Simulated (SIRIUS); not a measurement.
AlFe under changes of volume

One of the cells (12.321 Å³/atom); the others are scaled copies at fixed shape and fractional positions:

```xyz
2
Lattice="2.9100 0.0000 0.0000 0.0000 2.9100 0.0000 0.0000 0.0000 2.9100" Properties=species:S:1:pos:R:3 pbc="T T T"
Fe    1.4550    1.4550    1.4550
Al    0.0000    0.0000    0.0000
```

```yaml
Program: SIRIUS 7.12.0
Functional: WC
Potentials_or_basis: all-electron FP-LAPW
Cutoff: 192 eV
Basis: apw+lo standard
k_mesh: 9 × 9 × 9
Occupations: fermi-dirac, width 0.05 eV
Spin: collinear spin, ferromagnetic start
Starting_moments: "[3.0, 0.0] μB"
```

| volume (Å³/atom) | energy over the lowest point (meV/atom) | moment (μB per cell) |
| --- | --- | --- |
| 11.582 | 0.00 | 0.59 |
| 11.828 | ? | ? |
| 12.075 | 14.35 | 0.62 |
| 12.321 | 29.01 | 0.64 |
| 12.568 | 48.17 | 0.65 |
| 12.814 | 71.13 | 0.67 |
| 13.060 | 97.49 | 0.69 |

Problem. What does the run at 11.828 Å³/atom give?

Solution. Energy over the lowest point 4.36 meV/atom; moment 0.61 μB per cell.

Worked out: A Birch-Murnaghan fit of order 3 (a polynomial in V^(-2/3)) to the other rows has its minimum at 11.52 Å³/atom, just outside them, with B0 = V·E''(V) = 190 GPa and B' = 4.3. It gives 4.43 meV/atom at 11.828 Å³/atom, against the run's 4.36. A straight line through the other rows of the moment, of slope 0.0667 μB per Å³/atom, gives 0.60 μB, against the run's 0.61.

Energies are extrapolated to zero smearing.
